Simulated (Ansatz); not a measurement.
# NbN: relaxing cell and atoms

Aim: in NbN, a database structure at a slightly changed volume, relax cell and atoms, then read levels, charges and fields where it ends.

All numbers below are computed with Ansatz 0.2.0 (DFT, PBE, no spin polarisation, plane waves, PAW).

## (1) Geometry

The structure is cubic, space group Fm-3m (No. 225). Conventional cell: a = 4.471 Å, b = 4.471 Å, c = 4.471 Å, α = 90.00°, β = 90.00°, γ = 90.00°. Nb (site symmetry m-3m) has 6 N at 2.24 Å as nearest neighbours. N (site symmetry m-3m) is surrounded by 6 Nb at 2.24 Å.

Structure file:

```
Nb N
1.0
     0.00000    2.23543    2.23543
     2.23543    0.00000    2.23543
     2.23543    2.23543    0.00000
Nb N
1 1
Direct
  0.00000 0.00000 0.00000
  0.50000 0.50000 0.50000
```

The first density is read from a saved solution for the starting cell.

## (2) The relaxation

The input, input.yaml:

```yaml
crystal:
  lattice:
    - [0.0, 2.235432, 2.235432]
    - [2.235432, 0.0, 2.235432]
    - [2.235432, 2.235432, 0.0]
  atoms:
    - { symbol: Nb, position: [0.0, 0.0, 0.0] }
    - { symbol: "N", position: [0.5, 0.5, 0.5] }
  symmetry: { tolerance: 0.0003 }
kpoints:
  mp_grid: { grid: [10, 10, 10], shift: [0, 0, 0] }
magnetization:
  spin_polarized: false
scf:
  occupations: { method: cold, width: 0.0126 }
  lower_state_search: "off"
hamiltonian:
  pseudopotentials: { kind: paw }
  xc: pbe
basis:
  ecutwfc: 420
  fft_grid_basis: typed
relax:
  max_steps: 60
  cell: { p_target: 0.0 }
  f_tol: 0.03
output:
  forces: true
  stress: true
  eigenvalues: true
  bader: true
  populations: true
  elf: true
  write_potential: true
  volumetric_format: npy
  dos:
    e_range: [-12, 8]
    de: 0.05
    projected: { site_lists: { "N": ["N"], Nb: [Nb] } }
checkpoint:
  read: saved_state
```

Command:

```bash
ansatz run input.yaml --threads 2 --pin off --max-ram 3584MiB --backend cpu --events-out ev --progress --plain --runs-dir out
```

Before running it: what results should come out? Wanted: moves; energy gained; largest move; cell; volume; pressure at the end; character; Bader charges.

**Answer**, as computed:

| quantity | value |
| --- | --- |
| moves | 4 |
| energy gained | 12.1 meV/atom |
| largest move | 0.00 Å |
| space group (0.01 Å), before / after | Fm-3m / Fm-3m |
| cell | a = 3.126 Å, b = 3.126 Å, c = 3.126 Å, α = 60.00°, β = 60.00°, γ = 60.00° |
| volume | 10.80 Å³/atom (-3.3 %) |
| pressure at the end | 0.00 GPa |
| formation energy (elements from separate runs) | -0.96 eV/atom |
| character | metal |
| density of states, mean within 0.25 eV of the Fermi level | 0.92 per eV per cell |
| Bader charges | Nb +1.76, N -1.76 e |

What this shows: The volume shrank by 3.3 %, and the atoms end where they began within the cell; the energy fell by 12.1 meV per atom. With 48 symmetry operations imposed, the end may be a saddle point towards distortions that break them. It is a metal; within 0.25 eV of the Fermi level the density of states averages 0.92 per eV per cell, mostly Nb d (81 %) and N p (15 %). By Bader's partition Nb gives up most (+1.76 e) and N takes most (-1.76 e). Against the elements' reference phases (Nb bcc, N2 molecule; separate runs with the same functional) the formation energy is -0.96 eV per atom, so it is bound against them, though other compounds may compete.
